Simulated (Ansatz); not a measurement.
Na:

```xyz
4
Lattice="3.7004 0.0000 0.0000 -1.8502 3.2046 0.0000 0.0000 0.0000 12.5373" Properties=species:S:1:pos:R:3 pbc="T T T"
Na    1.8502    1.0682    9.4030
Na    0.0000    0.0000    6.2687
Na    0.0000    2.1364    3.1343
Na    0.0000    0.0000    0.0000
```

This isn't the form of Na at room conditions, which is bcc.

| Property | Result |
| --- | --- |
| Program | Ansatz 0.2.0 |
| Task | single point |
| Functional | PBEsol |
| Potentials or basis | Ansatz PAW |
| Cutoff | 420 eV (not typed: the program's choice for these potentials) |
| k mesh | 8 × 8 × 3 |
| Occupations | fermi-dirac, width 0.05 eV |
| Spin | no spin polarisation |

On this cell: pressure -0.1 GPa; largest force under 0.003 eV/Å; band gap on the k mesh none (metal or under the smearing width).

The same run follows on a disturbed copy (atoms moved at random, drawn with an rms of 0.05 Å):

```
CELL_PARAMETERS angstrom
3.70038 0.00000 0.00000
-1.85019 3.20463 0.00000
0.00000 0.00000 12.53732
ATOMIC_POSITIONS crystal
Na 0.67684 0.35248 0.75320
Na 0.00558 0.99889 0.49961
Na 0.33574 0.67800 0.25136
Na 0.00536 0.99342 0.00136
```

**Question.** What does the disturbed cell give?

**Answer.** The energy (extrapolated to zero smearing) moves by +0.3 meV/atom; pressure -0.1 GPa; largest force 0.023 eV/Å; band gap on the k mesh none (metal or under the smearing width).

Forces in eV/Å, atoms in the order of the input:
```
Na   0.002 -0.008 -0.021
Na  -0.003  0.006  0.020
Na   0.005 -0.005 -0.008
Na  -0.004  0.008  0.009
```

Stress tensor (GPa, compression positive):
```
 0.16  0.00  0.00
 0.00  0.18  0.00
 0.00  0.00 -0.78
```

Caveats: the PAW data sets come from PBE, with cores solved anew for the run's functional, which leaves a small shift of forces and pressure.
